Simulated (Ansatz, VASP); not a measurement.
TaN in VASP and in Ansatz

```
Ta N
1.0
     0.00000    2.21132    2.21132
     2.21132    0.00000    2.21132
     2.21132    2.21132    0.00000
Ta N
1 1
Direct
  0.50000 0.50000 0.50000
  0.00000 0.00000 0.00000
```

The cell comes from a database or a generator and needn't be the stable form of this composition.

Alike in both runs: task single point; functional PBE; k mesh 6 × 6 × 6; occupations fermi-dirac, width 0.02 eV; no spin polarisation.

```csv
,VASP,Ansatz
version,VASP 6.6.1,Ansatz 0.2.0
potentials or method,"VASP PAW PBE potentials, release 64 (Ta_pv, N), cutoff 520 eV","all-electron LAPW, scalar-relativistic"
```

```csv
,VASP,Ansatz,Ansatz less VASP
gap on the k mesh at the Fermi level (eV),none,none,-
pressure (GPa),0.0,-0.6,-0.60
```

A gap of «none» marks a metal or a gap that the smearing closes. Ansatz ran all-electron here, so the differences hold the error of VASP's frozen core and of both bases.

Caveats: the k mesh is coarse (spacing up to 0.41 Å⁻¹), so the values aren't converged; the k mesh is thin for a metal, which can move the energy by tens of meV per atom (Ansatz). The runs have no spin-orbit coupling, so splittings on Ta are missing.
